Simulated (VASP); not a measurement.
Wanted: the native input for a VASP 6.6.1 run.

```yaml
Task: relaxation of cell and atoms
Functional: PBEsol
Potentials_or_basis: VASP PAW PBE potentials, release 64 (S, Mg)
Cutoff: 600 eV
k_mesh: 8 × 8 × 8
Occupations: gaussian, width 0.02 eV
Spin: no spin polarisation
Ladder: gaps
Further_INCAR_settings: ALGO = Fast; EDIFF = 1e-06; IBRION = 2; EDIFFG = -0.005; NSW = 40; ISIF = 3
```

The structure of MgS lies in POSCAR:

```
MgS
1.0
    0.0000000000      2.8331200468      2.8331200468
    2.8331200468      0.0000000000      2.8331200468
    2.8331200468      2.8331200468      0.0000000000
S Mg
1 1
Direct
    0.2500000000      0.2500000000      0.2500000000
    0.0000000000      0.0000000000      0.0000000000
```

The cell comes from a database or a generator and needn't be the stable form of this composition.

These files were run (other wordings do the same):

INCAR

```
SYSTEM = MgS
PREC = Accurate ; ENCUT = 600
EDIFF = 1E-6 ; ISMEAR = 0
SIGMA = 0.02 ; LREAL = .False.
LASPH = .True. ; NELM = 80
ALGO = Fast ; ISIF = 3
LWAVE = .False. ; LCHARG = .False.
GGA = PS ; IBRION = 2
NSW = 40 ; EDIFFG = -0.005
```

KPOINTS

```
regular mesh
0
Gamma
  8 8 8
  0 0 0
```

Potentials or basis: VASP PAW PBE potentials, release 64 (S, Mg).

The run is started by

```bash
$ cat potpaw_PBE.64/S/POTCAR potpaw_PBE.64/Mg/POTCAR > POTCAR
$ mpirun -np 1 vasp_std > vasp.out
```

Results of the run:

```
Relaxed volume                         : 22.54 Å³/atom
Relaxed cell                           : a = 3.995 Å, b = 3.995 Å, c = 3.995 Å, α = 60.00°, β = 60.00°, γ = 60.00°
Space group after relaxing (to 0.05 Å) : F-43m (No. 216)
Energy gained by relaxing              : 0.3 meV/atom
Ionic steps                            : 3
Pressure after relaxing                : 0.0 GPa
Band gap on the k mesh                 : 3.33 eV, direct
```

Caveat: the PAW data sets were made with another functional, which shifts forces and pressure a little.

Run time: 30 s on 1 thread of AMD EPYC 7R13 Processor (Zen 3), on a shared host, peak memory 0.17 GiB.
